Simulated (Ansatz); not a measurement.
# ZnS: the cost of one run

Program: Ansatz 0.2.0. Level of theory: DFT PBEsol, scalar-relativistic, plane waves, PAW. These are calculated values, not measurements.

The COD entry's cell or inner coordinates are ideal or old and differ from later refinements, so a difference from it is no clean test against experiment.

16 further runs of the same task are left out: 16 set aside as unsound or not needed.

## 1. Starting point

Symmetry: P6_3mc, No. 186, hexagonal system. The conventional cell has a = 3.785 Å, b = 3.785 Å, c = 18.575 Å, α = 90.00°, β = 90.00°, γ = 120.00°. Zn (site symmetry 3m) is surrounded by 4 S at 2.32 Å. Around S (site symmetry 3m) lie 4 Zn at 2.32 Å.

Structure file:

```cif
data_structure
_symmetry_space_group_name_H-M 'P 1'
_symmetry_Int_Tables_number 1
_cell_length_a 3.7852
_cell_length_b 3.7852
_cell_length_c 18.5748
_cell_angle_alpha 90.000
_cell_angle_beta 90.000
_cell_angle_gamma 120.000
_cell_volume 230.48
loop_
_atom_site_label
_atom_site_type_symbol
_atom_site_fract_x
_atom_site_fract_y
_atom_site_fract_z
_atom_site_occupancy
Zn1 Zn 0.00000 0.00000 0.00003 1
Zn2 Zn 0.00000 0.00000 0.50003 1
Zn3 Zn 0.33333 0.66667 0.16682 1
Zn4 Zn 0.66667 0.33333 0.66682 1
Zn5 Zn 0.66667 0.33333 0.33328 1
Zn6 Zn 0.33333 0.66667 0.83328 1
S1 S 0.00000 0.00000 0.12511 1
S2 S 0.00000 0.00000 0.62511 1
S3 S 0.33333 0.66667 0.29164 1
S4 S 0.66667 0.33333 0.79164 1
S5 S 0.66667 0.33333 0.45813 1
S6 S 0.33333 0.66667 0.95813 1
```

This cell was relaxed beforehand with the same method: volume 19.21 Å³/atom, gap on the mesh 2.11 eV.

## 2. Plan of the line

Atoms count from 1 in the order of the input.

The energy is mapped over a free internal coordinate and the cell.

- shift of Zn3 along [0 0 1], its symmetry partners moved as symmetry demands (measured in the relaxed cell): 7 values from −0.278 to 0.278 Å
- c/a of the conventional cell at fixed volume: 7 values from 4.515 to 5.300

Nothing else is relaxed (all other coordinates fixed). Energies count from the relaxed crystal. Points are written as (first, second).

## 3. Grid point (−0.278 Å, 4.907)

input.yaml reads:

```yaml
crystal:
  lattice:
    - [3.7852258349, 0.0, 0.0]
    - [-1.8926129174, 3.2781017321, 0.0]
    - [0.0, 0.0, 18.5748434008]
  atoms:
    - { symbol: Zn, position: [0.0, 0.0, 2.77175e-05] }
    - { symbol: Zn, position: [0.0, 0.0, 0.5000277175] }
    - { symbol: Zn, position: [0.3333333333, 0.6666666667, 0.1518551204] }
    - { symbol: Zn, position: [0.6666666667, 0.3333333333, 0.6518551204] }
    - { symbol: Zn, position: [0.6666666667, 0.3333333333, 0.333275358] }
    - { symbol: Zn, position: [0.3333333333, 0.6666666667, 0.833275358] }
    - { symbol: S, position: [0.0, 0.0, 0.1251125986] }
    - { symbol: S, position: [0.0, 0.0, 0.6251125986] }
    - { symbol: S, position: [0.3333333333, 0.6666666667, 0.2916367831] }
    - { symbol: S, position: [0.6666666667, 0.3333333333, 0.7916367831] }
    - { symbol: S, position: [0.6666666667, 0.3333333333, 0.4581259436] }
    - { symbol: S, position: [0.3333333333, 0.6666666667, 0.9581259436] }
basis:
  ecutwfc: 520.0
kpoints:
  mp_grid: { grid: [9, 9, 2] }
hamiltonian:
  xc: pbesol
scf:
  occupations: { method: gaussian, width: 0.05 }
output:
  forces: true
  stress: true
  eigenvalues: true
```

Launch:

```
ansatz run input.yaml --threads 4 --pin off --max-ram 8192MiB --backend cpu --events-out ev --progress --plain --runs-dir out
```

**Question.** How long does this run take on 4 threads of Arm Neoverse V1, shared host, and how much memory does it need?

About 15 s, with a peak of 0.93 GiB.
